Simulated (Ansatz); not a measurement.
**SiO2 with nitrogen replacing O: what each run costs**

SiO2 with nitrogen replacing O, cell charge -1. Cell: 24 atoms, space group P1, a = 6.933 Å, b = 13.867 Å, c = 6.933 Å, α = 85.08°, β = 109.96°, γ = 138.11°.

All runs are DFT with Ansatz 0.2.0 on 1 thread of Arm Neoverse V2 (aarch64; 8 cores open to the job, memory cap 3.0 GiB, no GPU), a shared host.

Task: Rank the runs by wall time, shortest first.
A. single point at relaxed positions, r2SCAN, 500 eV, 4×2×3 k-points, smearing 0.01 eV
B. single point, PBE, 420 eV, 4×2×3 k-points, smearing 0.01 eV
C. relaxation of the ions, PBE, 420 eV, 4×2×3 k-points, smearing 0.01 eV

Result: B (77 s, 0.78 GiB), A (2.8 min, 1.9 GiB), C (4.3 min, 0.84 GiB).
